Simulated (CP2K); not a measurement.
Crystal: InP.

```
CELL_PARAMETERS angstrom
4.14435 0.00000 0.00000
2.07218 3.58911 0.00000
2.07218 1.19637 3.38385
ATOMIC_POSITIONS crystal
In 0.00000 0.00000 0.00000
P 0.75000 0.75000 0.75000
```

Program: CP2K 2026.2. Alike in all runs: no spin polarisation; cell as given; k mesh 8 × 8 × 8.

Q: Order these runs on this cell by their pressure, lowest first.
A. level PBEsol; potentials or basis POTENTIAL_UZH In GTH-PBE-q13, P GTH-PBE-q5; TZVP-MOLOPT-PBE-GTH basis; smearing fermi-dirac 0.05 eV; EPS_DEFAULT 1.0E-10; NGRIDS 5; CUTOFF of the grids 450 Ry
B. level LDA; potentials or basis GTH_POTENTIALS In GTH-PADE-q13, P GTH-PADE-q5; TZVP-MOLOPT-PBE-GTH basis; smearing fermi-dirac 0.0259 eV; EPS_DEFAULT 1.0E-9; NGRIDS 5; points a segment of the path (NPOINTS) 8; bands added on the path 4; CUTOFF of the grids 450 Ry
C. level rev-vdW-DF2; potentials or basis POTENTIAL_UZH In GTH-PBE-q13, P GTH-PBE-q5; TZVP-MOLOPT-PBE-GTH basis; smearing fermi-dirac 0.05 eV; EPS_DEFAULT 1.0E-9; NGRIDS 4; points a segment of the path (NPOINTS) 10; bands added on the path 4; CUTOFF of the grids 675 Ry
D. level PBE; potentials or basis POTENTIAL_UZH In GTH-PBE0-q13, P GTH-PBE0-q5; DZVP-MOLOPT-SR-GTH basis; smearing fermi-dirac 0.05 eV; EPS_DEFAULT 1.0E-9; NGRIDS 4; points a segment of the path (NPOINTS) 6; bands added on the path 2; CUTOFF of the grids 450 Ry

A: B (-0.8 GPa), A (1.6 GPa), C (3.3 GPa), D (5.1 GPa).

Caveats: the basis of atomic orbitals isn't converged, which shifts pressures, moduli and gaps; the potentials were made for another functional, which shifts forces and pressure (some runs).

Not every run made on this cell is shown here.
